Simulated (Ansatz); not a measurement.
Space group P-6m2 (No. 187). a = 4.036 Å, b = 4.036 Å, c = 16.622 Å, α = 90.00°, β = 90.00°, γ = 120.00°
```tsv
atom	site	symmetry	x	y	z
In	2g	3m.	0.0000	0.0000	0.5840
In	2h	3m.	0.3333	0.6667	0.9160
Se	2i	3m.	0.6667	0.3333	0.8387
Se	2h	3m.	0.3333	0.6667	0.6613
```

Equation of state of this InSe structure (not necessarily the ground state), with shape and atoms relaxed at each volume where symmetry leaves them free. Level of theory: Ansatz, DFT PBE+D3(BJ), scalar-relativistic, plane waves, PAW.

Plane waves to 420 eV, a k mesh through Γ of 12×12×2 on the computed 8-atom cell and Gaussian smearing (0.01 eV); no spin polarisation.

```csv
V (Å³/atom),E − E(largest V) (meV/atom),P (GPa),gap on mesh (eV)
25.788,33.68,5.28,0.61
26.667,9.75,3.50,0.50
27.546,-5.31,2.04,0.39
28.425,-13.21,0.89,0.32
29.304,-15.50,-0.01,0.30
30.183,-13.57,-0.71,0.28
31.062,-8.81,-1.07,0.37
32.235,0.00,-1.30,0.55
```

Q: Fit a third-order Birch–Murnaghan equation to E(V).

A: V0 = 29.32 Å³/atom, B0 = 24 GPa, B0' = 9.4. B0' is unusual or poorly fixed by this range.